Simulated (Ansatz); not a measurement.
Runs of Ansatz 0.2.0 on Au. Symmetry: Im-3m, No. 229, cubic system. Conventional cell: a = 3.315 Å, b = 3.315 Å, c = 3.315 Å, α = 90.00°, β = 90.00°, γ = 90.00°. Au (site symmetry m-3m) has 8 Au at 2.87 Å as nearest neighbours. This isn't the form of Au at room conditions, which is fcc.

```tsv
level	cutoff (eV)	gap on the mesh (eV)	pressure (GPa)	relaxed volume (Å³/atom)
revPBE	420	none	0.0	18.47
BLYP	420	none	0.0	(b)
PBE	420	none	0.0	18.09
PBEsol	420	none	0.0	(a)
RPBE	420	none	0.0	18.64
LDA	420	none	0.0	16.64
r2SCAN	500	none	0.0	17.67
```

Alike in all rows: task relaxation of cell and atoms; potentials or basis Ansatz PAW; no spin polarisation; cell relaxed; k mesh 11 × 11 × 11; smearing fermi-dirac 0.05 eV.

Problem. Fill in the values left out.

Solution. (a) 17.08; (b) 19.57.

Caveats: the plane-wave basis is chosen anew once the cell has moved, so the energies of steps on either side of that aren't comparable; the PAW data sets come from PBE, with cores solved anew for the run's functional, which leaves a small shift of forces and pressure (some runs).

A k mesh can miss the band edges, and the runs leave out spin-orbit coupling on Au.

A gap of «none» marks a metal or a gap under the smearing width.
